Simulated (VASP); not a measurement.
CdSiP2, 8 atoms in the cell. It takes space group I-42d (No. 122, tetragonal). Conventional cell: a = 5.687 Å, b = 5.687 Å, c = 10.497 Å, α = 90.00°, β = 90.00°, γ = 90.00°. Around Cd (site symmetry -4) lie 4 P at 2.57 Å. Si (site symmetry -4) is surrounded by 4 P at 2.25 Å. Around P (site symmetry 2) lie 2 Si at 2.25 Å and 2 Cd at 2.57 Å. The cell is a database's computed one.

| Quantity | Value |
| --- | --- |
| Program | VASP 6.6.1 |
| Task | single point |
| Functional | PBE |
| Potentials or basis | VASP PAW PBE potentials, release 64 (Cd, Si, P) |
| Cutoff | 520 eV |
| k mesh | 4 × 4 × 4 |
| Occupations | gaussian, width 0.1 eV |
| Spin | no spin polarisation |
| Dipole correction | no |
| Further INCAR settings | ALGO = Fast; EDIFF = 1e-06; NBANDS = 36 |

Potentials or basis: VASP PAW PBE potentials, release 64 (Cd, Si, P).

Command:

```sh
$ cat potpaw_PBE.64/Cd/POTCAR potpaw_PBE.64/Si/POTCAR potpaw_PBE.64/P/POTCAR > POTCAR
$ mpirun -np 1 vasp_std > vasp.out
```

Hardware: 1 thread of Intel(R) Xeon(R) Platinum 8488C (Sapphire Rapids), on a shared host.

Task: Estimate the wall time of this run.

Result: It took 80 s on 1 thread of Intel(R) Xeon(R) Platinum 8488C (Sapphire Rapids) (shared host), peak memory 0.38 GiB. Counts: scf iterations 15, k points 13.
